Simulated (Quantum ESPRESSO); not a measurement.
# Rh (Fm-3m) in Quantum ESPRESSO: notebook

The runs below take Rh through single point, equation of state, with r2SCAN.

Everything below comes from runs of Quantum ESPRESSO 7.5. Logs are shortened: lines on timing, memory, paths and dates and some standing lists are left out, and cuts for length are marked.

**Experimental background.**

“Thermal equation of state of rhodium characterized by XRD in a resistively heated diamond anvil cell”, 2024, pmc:11535440 quotes, for a bulk crystal of Rh: bulk modulus 264 ± 1 GPa.

The runs below are set against these values where they give the same quantity.

**1. The structure**

It takes space group Fm-3m (No. 225, cubic). Conventional cell: a = 3.796 Å, b = 3.796 Å, c = 3.796 Å, α = 90.00°, β = 90.00°, γ = 90.00°. Rh (site symmetry m-3m) has 12 Rh at 2.68 Å as nearest neighbours.

**2. Single point, r2SCAN, 12.85 Å³/atom**

pw.in reads:

```
&CONTROL
  calculation = 'scf'
  prefix = 'pwscf'
  outdir = './tmp'
  pseudo_dir = './pseudo'
  tstress = .true.
  disk_io = 'nowf'
/
&SYSTEM
  ibrav = 0
  nat = 1
  ntyp = 1
  ecutwfc = 70
  nbnd = 15
  input_dft = 'r2scan'
  occupations = 'smearing'
  smearing = 'fd'
  degauss = 0.00367493
  nosym = .true.
  nr1 = 32
  nr2 = 32
  nr3 = 32
/
&ELECTRONS
  conv_thr = 1d-08
  electron_maxstep = 120
  mixing_beta = 0.5
/
ATOMIC_SPECIES
Rh   102.9055 Rh_ONCV_PBE-1.2.upf
CELL_PARAMETERS angstrom
   0.0000000000    1.8591074964    1.8591074964
   1.8591074964    0.0000000000    1.8591074964
   1.8591074964    1.8591074964    0.0000000000
ATOMIC_POSITIONS crystal
Rh     0.0000000000    0.0000000000    0.0000000000
K_POINTS automatic
9 9 9 0 0 0
```

Potentials or basis: SG15 PBE 1.2.

Command:

```
OMP_NUM_THREADS=1 mpirun -n 4 pw.x -nk 4 -in pw.in > pw.out
```

pw.out:

```text
This program is part of the open-source Quantum ESPRESSO suite
     for quantum simulation of materials; please cite
         "P. Giannozzi et al., J. Phys.:Condens. Matter 21 395502 (2009);
         "P. Giannozzi et al., J. Phys.:Condens. Matter 29 465901 (2017);
         "P. Giannozzi et al., J. Chem. Phys. 152 154105 (2020);
     in publications or presentations arising from this work. More details at

     IMPORTANT: XC functional enforced from input :
     Exchange-correlation= R2SCAN
                           (   0   0   0   0   0 497 498)
     Any further DFT definition will be discarded
     Please, verify this is what you really want

     K-points division:     npool     =       4
     Subspace diagonalization in iterative solution of the eigenvalue problem:
     a serial algorithm will be used

     G-vector sticks info
     --------------------
     sticks:   dense  smooth     PW     G-vecs:    dense   smooth      PW
     Sum         475     475    163                 6855     6855    1363

     Using Slab Decomposition

     bravais-lattice index     =            0
     lattice parameter (alat)  =       4.9684  a.u.
     unit-cell volume          =      86.7242 (a.u.)^3
     number of atoms/cell      =            1
     number of atomic types    =            1
     number of electrons       =        17.00
     number of Kohn-Sham states=           15
     kinetic-energy cutoff     =      70.0000  Ry
     charge density cutoff     =     280.0000  Ry
     scf convergence threshold =      1.0E-08
     mixing beta               =       0.5000
     number of iterations used =            8  plain     mixing
     Exchange-correlation= R2SCAN
                           (   0   0   0   0   0 497 498)

     celldm(1)=   4.968421  celldm(2)=   0.000000  celldm(3)=   0.000000
     celldm(4)=   0.000000  celldm(5)=   0.000000  celldm(6)=   0.000000

     crystal axes: (cart. coord. in units of alat)
               a(1) = (   0.000000   0.707107   0.707107 )
               a(2) = (   0.707107   0.000000   0.707107 )
               a(3) = (   0.707107   0.707107   0.000000 )

     reciprocal axes: (cart. coord. in units 2 pi/alat)
               b(1) = ( -0.707107  0.707107  0.707107 )
               b(2) = (  0.707107 -0.707107  0.707107 )
               b(3) = (  0.707107  0.707107 -0.707107 )

     PseudoPot. # 1 for Rh read from file:
     Rh_ONCV_PBE-1.2.upf
     Pseudo is Norm-conserving, Zval = 17.0
     Generated using ONCVPSP code by D. R. Hamann
     Using radial grid of  602 points,  6 beta functions with:
                l(1) =   0
                l(2) =   0
                l(3) =   1
                l(4) =   1
                l(5) =   2
                l(6) =   2

     atomic species   valence    mass     pseudopotential
     Rh               17.00   102.90550     Rh( 1.00)

     No symmetry found

   Cartesian axes

     site n.     atom                  positions (alat units)
         1        Rh     tau(   1) = (   0.0000000   0.0000000   0.0000000  )

     number of k points=   365  Fermi-Dirac smearing, width (Ry)=  0.0037

     Number of k-points >= 100: set verbosity='high' to print them.

     Dense  grid:     6855 G-vectors     FFT dimensions: (  32,  32,  32)

     WARNING: libxc functional with ID  497 depends
      on external parameters: check the user_guide of
      QE if you need to modify them or to check their
      default values.

     WARNING: libxc functional with ID  498 depends
      on external parameters: check the user_guide of
      QE if you need to modify them or to check their
      default values.

     Initial potential from superposition of free atoms

     starting charge      16.9481, renormalised to      17.0000
     Starting wfcs are random

     Self-consistent Calculation

     iteration #  1     ecut=    70.00 Ry     beta= 0.50
     Davidson diagonalization with overlap
     ethr =  1.00E-02,  avg # of iterations =  7.4

     total energy              =    -217.04142175 Ry
     estimated scf accuracy    <      10.62739577 Ry

     iteration #  2     ecut=    70.00 Ry     beta= 0.50
     Davidson diagonalization with overlap
     ethr =  1.00E-02,  avg # of iterations =  1.0

     total energy              =    -217.08240306 Ry
     estimated scf accuracy    <       2.40174773 Ry

     iteration #  3     ecut=    70.00 Ry     beta= 0.50
     Davidson diagonalization with overlap
     ethr =  1.00E-02,  avg # of iterations =  1.0

     total energy              =    -217.08359648 Ry
     estimated scf accuracy    <       0.01421667 Ry

     iteration #  4     ecut=    70.00 Ry     beta= 0.50
     Davidson diagonalization with overlap
     ethr =  8.36E-05,  avg # of iterations =  1.8

     total energy              =    -217.08365873 Ry
     estimated scf accuracy    <       0.00015158 Ry

     iteration #  5     ecut=    70.00 Ry     beta= 0.50
     Davidson diagonalization with overlap
     ethr =  8.92E-07,  avg # of iterations =  3.7

     total energy              =    -217.08366265 Ry
     estimated scf accuracy    <       0.00000413 Ry

     iteration #  6     ecut=    70.00 Ry     beta= 0.50
     Davidson diagonalization with overlap
     ethr =  2.43E-08,  avg # of iterations =  1.9

     total energy              =    -217.08366295 Ry
     estimated scf accuracy    <       0.00000056 Ry

     iteration #  7     ecut=    70.00 Ry     beta= 0.50
     Davidson diagonalization with overlap
     ethr =  3.32E-09,  avg # of iterations =  1.0

     total energy              =    -217.08366297 Ry
     estimated scf accuracy    <       0.00000008 Ry

     iteration #  8     ecut=    70.00 Ry     beta= 0.50
     Davidson diagonalization with overlap
     ethr =  4.51E-10,  avg # of iterations =  1.0

     End of self-consistent calculation

     Number of k-points >= 100: set verbosity='high' to print the bands.

     the Fermi energy is    25.0561 ev

!    total energy              =    -217.08366297 Ry
     estimated scf accuracy    <          5.1E-09 Ry
     smearing contrib. (-TS)   =      -0.00067647 Ry
     internal energy E=F+TS    =    -217.08298650 Ry

     The total energy is F=E-TS. E is the sum of the following terms:
     one-electron contribution =     -38.78556936 Ry
     hartree contribution      =      32.33692053 Ry
     xc contribution           =     -22.05645581 Ry
     ewald contribution        =    -188.57788186 Ry

     convergence has been achieved in   8 iterations

     Computing stress (Cartesian axis) and pressure

          total   stress  (Ry/bohr**3)                   (kbar)     P=      195.78
   0.00133087  -0.00000000   0.00000000          195.78       -0.00        0.00
  -0.00000000   0.00133087   0.00000001           -0.00      195.78        0.00
   0.00000000   0.00000001   0.00133086            0.00        0.00      195.78

=------------------------------------------------------------------------------=
   JOB DONE.
=------------------------------------------------------------------------------=
```

Run time: 85 s. Hardware: 4 MPI ranks of Arm Neoverse N1, shared host; peak memory 0.28 GiB.

What came out:

| Quantity | Value |
| --- | --- |
| Free energy | -2953.5737 eV |
| Pressure | 19.6 GPa |
| Band gap on the k mesh | none (metal or under the smearing width) |

Caveat: the k mesh is coarse; the potentials were made for another functional, which shifts forces and pressure.

**3. Single point, r2SCAN, 13.12 Å³/atom**

pw.in, as its differences from that of step 2:

```diff
@@ -31,5 +31,5 @@
 CELL_PARAMETERS angstrom
-   0.0000000000    1.8591074964    1.8591074964
-   1.8591074964    0.0000000000    1.8591074964
-   1.8591074964    1.8591074964    0.0000000000
+   0.0000000000    1.8722002341    1.8722002341
+   1.8722002341    0.0000000000    1.8722002341
+   1.8722002341    1.8722002341    0.0000000000
 ATOMIC_POSITIONS crystal
```

Potentials or basis: SG15 PBE 1.2.

Command:

```
OMP_NUM_THREADS=1 mpirun -n 4 pw.x -nk 4 -in pw.in > pw.out
```

Run time: 85 s. Hardware: 4 MPI ranks of Arm Neoverse N1, shared host; peak memory 0.28 GiB.

It converged, with:

```yaml
Free_energy: -2953.6008 eV
Pressure: 11.9 GPa
Band_gap_on_the_k_mesh: none (metal or under the smearing width)
```

Caveat: the k mesh is coarse; the potentials were made for another functional, which shifts forces and pressure.

**4. Single point, r2SCAN, 13.40 Å³/atom**

pw.in, as its differences from that of step 3:

```diff
@@ -31,5 +31,5 @@
 CELL_PARAMETERS angstrom
-   0.0000000000    1.8722002341    1.8722002341
-   1.8722002341    0.0000000000    1.8722002341
-   1.8722002341    1.8722002341    0.0000000000
+   0.0000000000    1.8851123679    1.8851123679
+   1.8851123679    0.0000000000    1.8851123679
+   1.8851123679    1.8851123679    0.0000000000
 ATOMIC_POSITIONS crystal
```

Command:

```
OMP_NUM_THREADS=1 mpirun -n 4 pw.x -nk 4 -in pw.in > pw.out
```

It took 88 s on 4 MPI ranks of Arm Neoverse N1, shared host; peak memory 0.28 GiB.

Results (log left out):

- Free energy: -2953.6154 eV
- Pressure: 5.0 GPa
- Band gap on the k mesh: none (metal or under the smearing width)

Caveat: the k mesh is coarse; the potentials were made for another functional, which shifts forces and pressure.

**5. Single point, r2SCAN, 13.67 Å³/atom**

pw.in, as its differences from that of step 4:

```diff
@@ -31,5 +31,5 @@
 CELL_PARAMETERS angstrom
-   0.0000000000    1.8851123679    1.8851123679
-   1.8851123679    0.0000000000    1.8851123679
-   1.8851123679    1.8851123679    0.0000000000
+   0.0000000000    1.8978500000    1.8978500000
+   1.8978500000    0.0000000000    1.8978500000
+   1.8978500000    1.8978500000    0.0000000000
 ATOMIC_POSITIONS crystal
```

Command:

```
OMP_NUM_THREADS=1 mpirun -n 4 pw.x -nk 4 -in pw.in > pw.out
```

Run time: 83 s. Hardware: 4 MPI ranks of Arm Neoverse N1, shared host; peak memory 0.28 GiB.

Results (log left out):

```
Free energy            : -2953.6191 eV
Pressure               : -1.0 GPa
Band gap on the k mesh : none (metal or under the smearing width)
```

Caveat: the k mesh is coarse; the potentials were made for another functional, which shifts forces and pressure.

**6. Single point, r2SCAN, 13.94 Å³/atom**

pw.in, as its differences from that of step 5:

```diff
@@ -31,5 +31,5 @@
 CELL_PARAMETERS angstrom
-   0.0000000000    1.8978500000    1.8978500000
-   1.8978500000    0.0000000000    1.8978500000
-   1.8978500000    1.8978500000    0.0000000000
+   0.0000000000    1.9104189093    1.9104189093
+   1.9104189093    0.0000000000    1.9104189093
+   1.9104189093    1.9104189093    0.0000000000
 ATOMIC_POSITIONS crystal
```

Potentials or basis: SG15 PBE 1.2.

Command:

```
OMP_NUM_THREADS=1 mpirun -n 4 pw.x -nk 4 -in pw.in > pw.out
```

It took 81 s on 4 MPI ranks of Arm Neoverse N1, shared host; peak memory 0.28 GiB.

It converged, with:

```
Free energy            : -2953.6131 eV
Pressure               : -6.3 GPa
Band gap on the k mesh : none (metal or under the smearing width)
```

Caveat: the k mesh is coarse; the potentials were made for another functional, which shifts forces and pressure.

**7. Single point, r2SCAN, 14.22 Å³/atom**

pw.in, as its differences from that of step 6:

```diff
@@ -31,5 +31,5 @@
 CELL_PARAMETERS angstrom
-   0.0000000000    1.9104189093    1.9104189093
-   1.9104189093    0.0000000000    1.9104189093
-   1.9104189093    1.9104189093    0.0000000000
+   0.0000000000    1.9228245745    1.9228245745
+   1.9228245745    0.0000000000    1.9228245745
+   1.9228245745    1.9228245745    0.0000000000
 ATOMIC_POSITIONS crystal
```

Command:

```
OMP_NUM_THREADS=1 mpirun -n 4 pw.x -nk 4 -in pw.in > pw.out
```

It took 82 s on 4 MPI ranks of Arm Neoverse N1, shared host; peak memory 0.28 GiB.

The run converged. Its results:

* Free energy: -2953.5985 eV
* Pressure: -11.0 GPa
* Band gap on the k mesh: none (metal or under the smearing width)

Caveat: the k mesh is coarse; the potentials were made for another functional, which shifts forces and pressure.

**8. Single point, r2SCAN, 14.49 Å³/atom**

pw.in, as its differences from that of step 7:

```diff
@@ -31,5 +31,5 @@
 CELL_PARAMETERS angstrom
-   0.0000000000    1.9228245745    1.9228245745
-   1.9228245745    0.0000000000    1.9228245745
-   1.9228245745    1.9228245745    0.0000000000
+   0.0000000000    1.9350721950    1.9350721950
+   1.9350721950    0.0000000000    1.9350721950
+   1.9350721950    1.9350721950    0.0000000000
 ATOMIC_POSITIONS crystal
```

Command:

```
OMP_NUM_THREADS=1 mpirun -n 4 pw.x -nk 4 -in pw.in > pw.out
```

It took 83 s on 4 MPI ranks of Arm Neoverse N1, shared host; peak memory 0.28 GiB.

Results (log left out):

| Item | Value |
| --- | --- |
| Free energy | -2953.5764 eV |
| Pressure | -15.2 GPa |
| Band gap on the k mesh | none (metal or under the smearing width) |

Caveat: the k mesh is coarse; the potentials were made for another functional, which shifts forces and pressure.

**9. Equation of state, r2SCAN**

Potentials or basis: SG15 PBE 1.2.

This step only gathers the single runs of the series.

What came out:

| Item | Value |
| --- | --- |
| Equilibrium volume | 13.63 Å³/atom |
| Bulk modulus | 288 GPa |
| Pressure derivative of the bulk modulus | 5.1 |

Energy against volume, from the lowest point:
```csv
volume (Å³/atom),energy (meV/atom)
12.851,45.40
13.125,18.35
13.398,3.69
13.671,0.00
13.945,6.03
14.218,20.60
14.492,42.75
```

Caveat: the k mesh is coarse; the potentials were made for another functional, which shifts forces and pressure.

**10. Comparison with measurements**

Step 9. A measured bulk modulus of Rh is 264 GPa (quoted in “Thermal equation of state of rhodium characterized by XRD in a resistively heated diamond anvil cell”, 2024, pmc:11535440); the calculated 288 GPa misses it by +9.0 %. The fit is for a static lattice scaled at fixed shape and fixed fractional positions.
